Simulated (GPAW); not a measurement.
# Pt (Im-3m) in GPAW: notebook

Runs on Pt. Level: PBEsol. Tasks: relaxation of cell and atoms.

Everything below comes from runs of GPAW 26.7.0. Logs are shortened: lines on timing, memory, paths and dates and some standing lists are left out, and cuts for length are marked. The log counts tension as positive stress, the text compression.

### Step 1. The crystal as given

Symmetry: Im-3m, No. 229, cubic system. The conventional cell has a = 3.168 Å, b = 3.168 Å, c = 3.168 Å, α = 90.00°, β = 90.00°, γ = 90.00°. Pt (site symmetry m-3m) has 8 Pt at 2.74 Å as nearest neighbours.

This isn't the form of Pt at room conditions, which is fcc.

### Step 2. Relaxation of cell and atoms, PBEsol, target pressure 20 GPa, at which the enthalpy is minimised

run.py reads:

```python
from ase import Atoms
from ase.filters import FrechetCellFilter
from ase.io import write
from ase.optimize import BFGS
from ase.units import GPa
from gpaw import GPAW, PW, setup_paths

setup_paths.insert(0, '.')

atoms = Atoms(['Pt'],
              cell=[[-1.58422, 1.58422, 1.58422],
                    [1.58422, -1.58422, 1.58422],
                    [1.58422, 1.58422, -1.58422]],
              scaled_positions=[[0.0, 0.0, 0.0]],
              pbc=True)

calc = GPAW(mode=PW(600),
            xc='PBEsol',
            kpts={'size': (12, 12, 12), 'gamma': True},
            occupations={'name': 'fermi-dirac', 'width': 0.05},
            nbands=17,
            convergence={'density': 1e-05, 'forces': 0.0001},
            maxiter=150,
            txt='gpaw.txt')
atoms.calc = calc
opt = BFGS(FrechetCellFilter(atoms, scalar_pressure=20 * GPa), trajectory='relax.traj', logfile='-')
done = opt.run(fmax=0.02, steps=60)
calc.write('gs.gpw')
write('result.traj', atoms)
print('Converged:', done)
print('Cell:', atoms.cell.cellpar().round(4))
print('Volume:', round(atoms.get_volume(), 4))
print(atoms.get_scaled_positions().round(5))
```

Potentials or basis: PAW data sets generated in the run's folder for this functional, pw.

Command:

```bash
$ gpaw-setup -f PBEsol Pt
$ OMP_NUM_THREADS=1 python run.py
```

gpaw.txt:

```text
__  _  _
 | _ |_)|_||  |
 |__||  | ||/\| - 26.7.0

Input parameters:
  mode=PW(ecut=600.0),
  convergence={'density': 1e-05, 'forces': 0.0001},
  kpts=MonkhorstPack(size=(12, 12, 12), gamma=True),
  maxiter=150,
  nbands=17,
  occupations=Occupations(name='fermi-dirac', width=0.05),
  xc=XC(name='PBEsol')

Diagonalizing LCAO Hamiltonian
Converting LCAO to pw mode

       Pt

Atoms  # Å, Bohr magnetons
|   | symbol |        x |        y |        z |    initial magnetic moments |
|---|--------|----------|----------|----------|-----------------------------|
| 0 |     Pt | 0.000000 | 0.000000 | 0.000000 | ( 0.0000,  0.0000,  0.0000) |

Unit cell  # Å
| periodic |         x |         y |         z |  lengths |     angles |
|----------|-----------|-----------|-----------|----------|------------|
|      yes | -1.584220 |  1.584220 |  1.584220 | 2.743950 | 109.471221 |
|      yes |  1.584220 | -1.584220 |  1.584220 | 2.743950 | 109.471221 |
|      yes |  1.584220 |  1.584220 | -1.584220 | 2.743950 | 109.471221 |

Number of symmetries: 48
Symmetry operations  # r_c * U_cc + t_c -> r_c
|    | kind |            matrix            |
|----|------|------------------------------|
|  0 |  σ   |  1, 1, 1,  0, 0,-1,  0,-1, 0 |
|  1 |  C4  |  1, 1, 1,  0, 0,-1, -1, 0, 0 |
|  2 |  C2  |  1, 1, 1,  0,-1, 0,  0, 0,-1 |
|  3 |  S6  |  1, 1, 1,  0,-1, 0, -1, 0, 0 |
|  4 |  S6  |  1, 1, 1, -1, 0, 0,  0, 0,-1 |
|  5 |  C4  |  1, 1, 1, -1, 0, 0,  0,-1, 0 |
|  6 |  E   |  1, 0, 0,  0, 1, 0,  0, 0, 1 |
|  7 |  σ   |  1, 0, 0,  0, 1, 0, -1,-1,-1 |
|  8 |  σ   |  1, 0, 0,  0, 0, 1,  0, 1, 0 |
[... 189 lines left out ...]
|          5 |         7.306 |     2.000 |
[... 9 lines left out ...]
|         15 |        38.693 |     0.000 |
|         16 |        38.693 |     0.000 |

No gap
No difference between direct/indirect transitions

Stress tensor  # eV/Ang^3
|         x |         y |        z |
|-----------|-----------|----------|
|  0.071614 | -0.000000 | 0.000000 |
| -0.000000 |  0.071614 | 0.000000 |
|  0.000000 |  0.000000 | 0.071614 |

Forces  # eV/Ang
|       x |        y |       z |
|---------|----------|---------|
| 0.00000 | -0.00000 | 0.00000 |  # Pt   0

Interpolating wave functions to new cell

       Pt

Atoms  # Å, Bohr magnetons
|   | symbol |        x |         y |        z |    initial magnetic moments |
|---|--------|----------|-----------|----------|-----------------------------|
| 0 |     Pt | 0.000000 | -0.000000 | 0.000000 | ( 0.0000,  0.0000,  0.0000) |

Unit cell  # Å
| periodic |         x |         y |         z |  lengths |     angles |
|----------|-----------|-----------|-----------|----------|------------|
|      yes | -1.515068 |  1.515068 |  1.515068 | 2.624174 | 109.471221 |
|      yes |  1.515068 | -1.515068 |  1.515068 | 2.624174 | 109.471221 |
|      yes |  1.515068 |  1.515068 | -1.515068 | 2.624174 | 109.471221 |

Number of symmetries: 48
Symmetry operations  # r_c * U_cc + t_c -> r_c
|    | kind |            matrix            |
|----|------|------------------------------|
|  0 |  σ   |  1, 1, 1,  0, 0,-1,  0,-1, 0 |
|  1 |  C4  |  1, 1, 1,  0, 0,-1, -1, 0, 0 |
|  2 |  C2  |  1, 1, 1,  0,-1, 0,  0, 0,-1 |
|  3 |  S6  |  1, 1, 1,  0,-1, 0, -1, 0, 0 |
|  4 |  S6  |  1, 1, 1, -1, 0, 0,  0, 0,-1 |
|  5 |  C4  |  1, 1, 1, -1, 0, 0,  0,-1, 0 |
|  6 |  E   |  1, 0, 0,  0, 1, 0,  0, 0, 1 |
|  7 |  σ   |  1, 0, 0,  0, 1, 0, -1,-1,-1 |
|  8 |  σ   |  1, 0, 0,  0, 0, 1,  0, 1, 0 |
[... 205 lines left out ...]
Stress tensor  # eV/Ang^3
|         x |         y |         z |
|-----------|-----------|-----------|
| -0.184856 | -0.000000 | -0.000000 |
| -0.000000 | -0.184856 |  0.000000 |
| -0.000000 |  0.000000 | -0.184856 |

Forces  # eV/Ang
|        x |        y |        z |
|----------|----------|----------|
| -0.00000 | -0.00000 | -0.00000 |  # Pt   0

Interpolating wave functions to new cell

       Pt

Atoms  # Å, Bohr magnetons
|   | symbol |        x |         y |         z |    initial magnetic moments |
|---|--------|----------|-----------|-----------|-----------------------------|
| 0 |     Pt | 0.000000 | -0.000000 | -0.000000 | ( 0.0000,  0.0000,  0.0000) |

Unit cell  # Å
| periodic |         x |         y |         z |  lengths |     angles |
|----------|-----------|-----------|-----------|----------|------------|
|      yes | -1.529396 |  1.529396 |  1.529396 | 2.648992 | 109.471221 |
|      yes |  1.529396 | -1.529396 |  1.529396 | 2.648992 | 109.471221 |
|      yes |  1.529396 |  1.529396 | -1.529396 | 2.648992 | 109.471221 |

Number of symmetries: 48
Symmetry operations  # r_c * U_cc + t_c -> r_c
|    | kind |            matrix            |
|----|------|------------------------------|
|  0 |  σ   |  1, 1, 1,  0, 0,-1,  0,-1, 0 |
|  1 |  C4  |  1, 1, 1,  0, 0,-1, -1, 0, 0 |
|  2 |  C2  |  1, 1, 1,  0,-1, 0,  0, 0,-1 |
|  3 |  S6  |  1, 1, 1,  0,-1, 0, -1, 0, 0 |
|  4 |  S6  |  1, 1, 1, -1, 0, 0,  0, 0,-1 |
|  5 |  C4  |  1, 1, 1, -1, 0, 0,  0,-1, 0 |
|  6 |  E   |  1, 0, 0,  0, 1, 0,  0, 0, 1 |
|  7 |  σ   |  1, 0, 0,  0, 1, 0, -1,-1,-1 |
|  8 |  σ   |  1, 0, 0,  0, 0, 1,  0, 1, 0 |
[... 204 lines left out ...]
Stress tensor  # eV/Ang^3
|         x |         y |         z |
|-----------|-----------|-----------|
| -0.115692 |  0.000000 | -0.000000 |
|  0.000000 | -0.115692 |  0.000000 |
| -0.000000 |  0.000000 | -0.115692 |

Forces  # eV/Ang
|       x |       y |       z |
|---------|---------|---------|
| 0.00000 | 0.00000 | 0.00000 |  # Pt   0

Interpolating wave functions to new cell

       Pt

Atoms  # Å, Bohr magnetons
|   | symbol |        x |         y |         z |    initial magnetic moments |
|---|--------|----------|-----------|-----------|-----------------------------|
| 0 |     Pt | 0.000000 | -0.000000 | -0.000000 | ( 0.0000,  0.0000,  0.0000) |

Unit cell  # Å
| periodic |         x |         y |         z |  lengths |     angles |
|----------|-----------|-----------|-----------|----------|------------|
|      yes | -1.527448 |  1.527448 |  1.527448 | 2.645618 | 109.471221 |
|      yes |  1.527448 | -1.527448 |  1.527448 | 2.645618 | 109.471221 |
|      yes |  1.527448 |  1.527448 | -1.527448 | 2.645618 | 109.471221 |

Number of symmetries: 48
Symmetry operations  # r_c * U_cc + t_c -> r_c
|    | kind |            matrix            |
|----|------|------------------------------|
|  0 |  σ   |  1, 1, 1,  0, 0,-1,  0,-1, 0 |
|  1 |  C4  |  1, 1, 1,  0, 0,-1, -1, 0, 0 |
|  2 |  C2  |  1, 1, 1,  0,-1, 0,  0, 0,-1 |
|  3 |  S6  |  1, 1, 1,  0,-1, 0, -1, 0, 0 |
|  4 |  S6  |  1, 1, 1, -1, 0, 0,  0, 0,-1 |
|  5 |  C4  |  1, 1, 1, -1, 0, 0,  0,-1, 0 |
|  6 |  E   |  1, 0, 0,  0, 1, 0,  0, 0, 1 |
|  7 |  σ   |  1, 0, 0,  0, 1, 0, -1,-1,-1 |
|  8 |  σ   |  1, 0, 0,  0, 0, 1,  0, 1, 0 |
[... 203 lines left out ...]
Stress tensor  # eV/Ang^3
|         x |         y |         z |
|-----------|-----------|-----------|
| -0.124516 | -0.000000 |  0.000000 |
| -0.000000 | -0.124516 |  0.000000 |
|  0.000000 |  0.000000 | -0.124516 |

Forces  # eV/Ang
|       x |       y |       z |
|---------|---------|---------|
| 0.00000 | 0.00000 | 0.00000 |  # Pt   0

# Writing to gs.gpw (mode='')
```

It took 36 s on 1 thread of Arm Neoverse V2, shared host; peak memory 0.18 GiB.

Results:

```yaml
Free_energy: -7.1590 eV
Relaxed_volume: 14.25 Å³/atom
Relaxed_cell: a = 2.646 Å, b = 2.646 Å, c = 2.646 Å, α = 109.47°, β = 109.47°, γ = 109.47°
Space_group_after_relaxing_to_0.05_Å: Im-3m (No. 229)
Energy_change_on_relaxing_the_enthalpy_is_what_falls: +25.2 meV/atom
Ionic_steps: 4
Pressure_after_relaxing: 19.9 GPa
Band_gap_on_the_k_mesh: none (metal or under the smearing width)
```

Step by step:
```csv
step,energy change (eV),largest force (eV/Å),pressure (GPa),volume (Å³)
1,0.0000,0.0000,-11.47,15.90
2,0.0781,0.0000,29.62,13.91
3,0.0186,0.0000,18.54,14.31
4,0.0252,0.0000,19.95,14.25
```

Final structure:
```
Pt
1.0
    -1.52745    1.52745    1.52745
     1.52745   -1.52745    1.52745
     1.52745    1.52745   -1.52745
Pt
1
Direct
  0.00000 0.00000 0.00000
```

Levels at points of the mesh, in eV from the Fermi level:
```
           k point  band 4  band 5  band 6  band 7  band 8  band 9  band 10  band 11  band 12  band 13
(0.00, 0.00, 0.00)  -10.45   -3.95   -3.95   -3.95   -1.09   -1.09    17.65    17.65    17.65    28.24
(0.50, 0.50, 0.00)   -7.46   -5.61   -1.27   -0.67    0.03    1.38     7.39    13.58    17.21    25.72
(0.50, 0.50, 0.50)   -7.02   -7.02    0.74    0.74    0.74    8.09     8.09     8.09    14.58    20.48
```

Caveat: later steps reuse the first step's grids.

### Step 3. Relaxation of cell and atoms, PBEsol, target pressure 30 GPa, at which the enthalpy is minimised

run.py, as its differences from that of step 2:

```diff
@@ -25,3 +25,3 @@
 atoms.calc = calc
-opt = BFGS(FrechetCellFilter(atoms, scalar_pressure=20 * GPa), trajectory='relax.traj', logfile='-')
+opt = BFGS(FrechetCellFilter(atoms, scalar_pressure=30 * GPa), trajectory='relax.traj', logfile='-')
 done = opt.run(fmax=0.02, steps=60)
```

Potentials or basis: PAW data sets generated in the run's folder for this functional, pw.

Command:

```bash
$ gpaw-setup -f PBEsol Pt
$ OMP_NUM_THREADS=1 python run.py
```

Wall time 38 s (1 thread of Arm Neoverse V2, shared host); peak memory 0.18 GiB.

The run converged. Its results:

* Free energy: -7.1048 eV
* Relaxed volume: 13.90 Å³/atom
* Relaxed cell: a = 2.624 Å, b = 2.624 Å, c = 2.624 Å, α = 109.47°, β = 109.47°, γ = 109.47°
* Space group after relaxing (to 0.05 Å): Im-3m (No. 229)
* Energy change on relaxing (the enthalpy is what falls): +79.3 meV/atom
* Ionic steps: 4
* Pressure after relaxing: 29.8 GPa
* Band gap on the k mesh: none (metal or under the smearing width)

The path:
| step | energy change (eV) | largest force (eV/Å) | pressure (GPa) | volume (Å³) |
| --- | --- | --- | --- | --- |
| 1 | 0.0000 | 0.0000 | -11.47 | 15.90 |
| 2 | 0.2195 | 0.0000 | 49.40 | 13.33 |
| 3 | 0.0606 | 0.0000 | 26.66 | 14.01 |
| 4 | 0.0793 | 0.0000 | 29.81 | 13.90 |

Final structure:
```
Pt
1.0
    -1.51484    1.51484    1.51484
     1.51484   -1.51484    1.51484
     1.51484    1.51484   -1.51484
Pt
1
Direct
  0.00000 0.00000 0.00000
```

Levels at points of the mesh, in eV from the Fermi level:
```tsv
k point	band 4	band 5	band 6	band 7	band 8	band 9	band 10	band 11	band 12	band 13
(0.00, 0.00, 0.00)	-10.72	-4.10	-4.10	-4.10	-1.14	-1.14	17.66	17.66	17.66	28.56
(0.50, 0.50, 0.00)	-7.72	-5.83	-1.31	-0.69	-0.03	1.45	7.65	13.59	17.48	25.90
(0.50, 0.50, 0.50)	-7.29	-7.29	0.78	0.78	0.78	8.17	8.17	8.17	14.99	20.89
```

Caveat: later steps reuse the first step's grids. The run has no spin-orbit coupling, so splittings on Pt are missing.
